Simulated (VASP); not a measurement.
ZnS (Wurtzite-6H): relaxation of cell and atoms with PBE+D4

Crystal: ZnS (Wurtzite-6H).

```
Zn S
1.0
     3.81200    0.00000    0.00000
    -1.90600    3.30129    0.00000
     0.00000    0.00000   18.68999
Zn S
6 6
Direct
  0.33333 0.66667 0.83333
  0.66667 0.33333 0.33333
  0.66667 0.33333 0.66667
  0.33333 0.66667 0.16667
  0.00000 0.00000 0.50000
  0.00000 0.00000 0.00000
  0.33333 0.66667 0.95833
  0.66667 0.33333 0.45833
  0.66667 0.33333 0.79167
  0.33333 0.66667 0.29167
  0.00000 0.00000 0.62500
  0.00000 0.00000 0.12500
```

```json
{
 "Program": "VASP 6.6.1",
 "Task": "relaxation of cell and atoms",
 "Functional": "PBE",
 "Dispersion": "D4",
 "Potentials or basis": "VASP PAW PBE potentials, release 64 (Zn, S)",
 "Cutoff": "600 eV",
 "k mesh": "8 × 8 × 2",
 "Occupations": "fermi-dirac, width 0.05 eV",
 "Spin": "no spin polarisation",
 "Further INCAR settings": "ALGO = Normal; EDIFF = 1e-06; IBRION = 2; EDIFFG = -0.02; NSW = 60; ISIF = 3"
}
```

The relaxed volume is 19.49 Å³/atom. The relaxed cell is a = 3.804 Å, b = 3.804 Å, c = 18.661 Å, α = 90.00°, β = 90.00°, γ = 120.00°, the space group after relaxing (to 0.05 Å) is P6_3mc (No. 186) and the energy gained by relaxing is 0.2 meV/atom. The ionic steps are 5 and the pressure after relaxing is 0.0 GPa. The largest force after relaxing is 0.015 eV/Å and the band gap on the k mesh is 2.19 eV, direct. The dispersion energy per atom is -0.310 eV.

Forces in eV/Å, atoms in the order of the input:
```
Zn   0.000  0.000 -0.005
Zn   0.000  0.000 -0.005
Zn   0.000  0.000  0.013
Zn   0.000  0.000  0.013
Zn   0.000  0.000  0.003
Zn   0.000  0.000  0.003
S    0.000  0.000 -0.015
S    0.000  0.000 -0.015
S    0.000  0.000 -0.001
S    0.000  0.000 -0.001
S    0.000  0.000  0.006
S    0.000  0.000  0.006
```

The path:
```
step  energy change (eV)  largest force (eV/Å)  pressure (GPa)  volume (Å³)
   1              0.0000                0.0306           -0.53       235.20
   2             -0.0012                0.0194            0.30       233.00
   3             -0.0020                0.0242            0.00       233.91
   4             -0.0020                0.0236            0.02       233.87
   5             -0.0021                0.0146            0.00       233.88
```

Final structure:
```
CELL_PARAMETERS angstrom
3.80414 0.00000 0.00000
-1.90207 3.29448 0.00000
0.00000 0.00000 18.66137
ATOMIC_POSITIONS crystal
Zn 0.33333 0.66667 0.83332
Zn 0.66667 0.33333 0.33332
Zn 0.66667 0.33333 0.66673
Zn 0.33333 0.66667 0.16673
Zn 0.00000 0.00000 0.49999
Zn 0.00000 0.00000 0.99999
S 0.33333 0.66667 0.95822
S 0.66667 0.33333 0.45822
S 0.66667 0.33333 0.79166
S 0.33333 0.66667 0.29166
S 0.00000 0.00000 0.62508
S 0.00000 0.00000 0.12508
```

Levels at points of the mesh, in eV from the valence-band top:
| k point | band 51 | band 52 | band 53 | band 54 | band 55 | band 56 | band 57 | band 58 |
| --- | --- | --- | --- | --- | --- | --- | --- | --- |
| (0.00, 0.00, 0.00) | -0.24 | -0.03 | 0.00 | 0.00 | 2.19 | 3.23 | 3.29 | 3.36 |
| (0.50, 0.00, 0.00) | -1.28 | -1.27 | -1.11 | -0.89 | 3.44 | 3.57 | 3.60 | 3.88 |
| (0.00, 0.00, 0.50) | -0.07 | -0.07 | -0.07 | -0.07 | 2.67 | 2.67 | 3.29 | 3.29 |
| (0.50, 0.00, 0.50) | -1.23 | -1.23 | -1.00 | -1.00 | 3.37 | 3.37 | 3.85 | 3.85 |

It took 13 min on 1 thread of AMD EPYC 9R45 (Zen 5), with other jobs on the host, peak memory 0.5 GiB.

A k mesh can miss the band edges. As with any semilocal functional, this PBE gap is likely too small.
